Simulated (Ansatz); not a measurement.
# Hf3B4: the cost of one run

Method: DFT PBE, scalar-relativistic, plane waves, PAW, unless a step names another level, in Ansatz 0.2.0.

3 further runs of the same task are left out: 2 that didn't finish, 1 set aside as unsound or not needed. Runs told in other sessions of the task aren't counted.

### Step 1. The system as given

It takes space group R-3m (No. 166, trigonal). The conventional cell has a = 3.154 Å, b = 3.154 Å, c = 28.896 Å, α = 90.00°, β = 90.00°, γ = 120.00°. Hf (site symmetry -3m) is surrounded by 12 B at 2.52 to 2.53 Å. Hf (site symmetry 3m) is surrounded by 6 B at 2.50 to 2.51 Å. B (site symmetry 3m) is surrounded by 3 B at 1.82 Å and 6 Hf at 2.50 to 2.53 Å. Around B (site symmetry 3m) lie 3 B at 1.82 Å and 6 Hf at 2.51 to 2.52 Å.

Coordinates:

```
Hf B
1.0
     1.57709    0.91053    9.63205
    -1.57709    0.91053    9.63205
     0.00000   -1.82107    9.63205
Hf B
3 4
Direct
  0.00000 0.00000 0.00000
  0.12003 0.12003 0.12003
  0.87997 0.87997 0.87997
  0.39415 0.39415 0.39415
  0.72703 0.72703 0.72703
  0.60585 0.60585 0.60585
  0.27297 0.27297 0.27297
```

It came out lowest among 24 distinct ends of the trial cells. At a tolerance of 0.05 Å it has space group R-3m (No. 166).

### Step 2. Tight relaxation for the response runs, on the response runs' mesh and smearing

Contents of input.yaml:

```yaml
crystal:
  lattice:
    - [1.5770886743, 0.9105325707, 9.6320459703]
    - [-1.5770886743, 0.9105325707, 9.6320459703]
    - [0.0, -1.8210651413, 9.6320459703]
  atoms:
    - { symbol: Hf, position: [0.0, 0.0, 0.0] }
    - { symbol: Hf, position: [0.120026434, 0.120026434, 0.120026434] }
    - { symbol: Hf, position: [0.879973566, 0.879973566, 0.879973566] }
    - { symbol: B, position: [0.3941467123, 0.3941467123, 0.3941467123] }
    - { symbol: B, position: [0.7270293648, 0.7270293648, 0.7270293648] }
    - { symbol: B, position: [0.6058532877, 0.6058532877, 0.6058532877] }
    - { symbol: B, position: [0.2729706352, 0.2729706352, 0.2729706352] }
basis:
  ecutwfc: 420
kpoints:
  mp_grid: { grid: [12, 12, 12] }
hamiltonian:
  xc: pbe
scf:
  occupations: { method: gaussian, width: 0.1 }
output:
  forces: true
  stress: true
  eigenvalues: true
relax:
  adjacent_minimum: "off"
  f_tol: 0.001
  max_steps: 60
  cell: { stress_tol: 0.01 }
```

The run is started by

```sh
$ ansatz run input.yaml --threads 3 --pin off --max-ram 7680MiB --backend cpu --events-out ev --progress --plain --runs-dir out
```

Q: Estimate wall time and peak memory on 3 threads of Arm Neoverse V2, shared host.

About 32 s, with a peak of 0.85 GiB.
